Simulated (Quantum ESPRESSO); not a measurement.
CoO, 2 atoms in the cell. Symmetry: I4/mmm, No. 139, tetragonal system. The conventional cell has a = 3.016 Å, b = 3.016 Å, c = 4.214 Å, α = 90.00°, β = 90.00°, γ = 90.00°. Co (site symmetry 4/mmm) is surrounded by 6 O at 2.11 to 2.13 Å. O (site symmetry 4/mmm) is surrounded by 6 Co at 2.11 to 2.13 Å. 

```yaml
Program: Quantum ESPRESSO 7.5
Task: band structure
Functional: LDA
Potentials_or_basis: GBRV 1.5 LDA
Cutoff: 762 eV
Density_cutoff: 6095 eV
k_mesh: 12 × 12 × 12
Occupations: fermi-dirac, width 0.05 eV
Spin: collinear spin, ferromagnetic start
Starting_moments: "[2.0, 0.0] μB"
Form_of_the_LDA_correlation: PZ81
Mixing_beta: 0.3
Most_SCF_iterations: 120
SCF_threshold: 4e-10 Ry
```

Potentials or basis: GBRV 1.5 LDA.

Launch:

```console
$ OMP_NUM_THREADS=1 mpirun -n 2 pw.x -nk 2 -in pw.in > pw.out
$ OMP_NUM_THREADS=1 mpirun -n 2 pw.x -nk 2 -in bands.in > bands.out
```

Hardware: 2 MPI ranks on Arm Neoverse V2, with other jobs on the host.

How long does it take, and how much memory?

It took 110 s on 2 MPI ranks on Arm Neoverse V2 (shared host), peak memory 0.26 GiB a rank. Counts: scf iterations 22, k pools 2, bands 21, k points 163, g dense 20635.
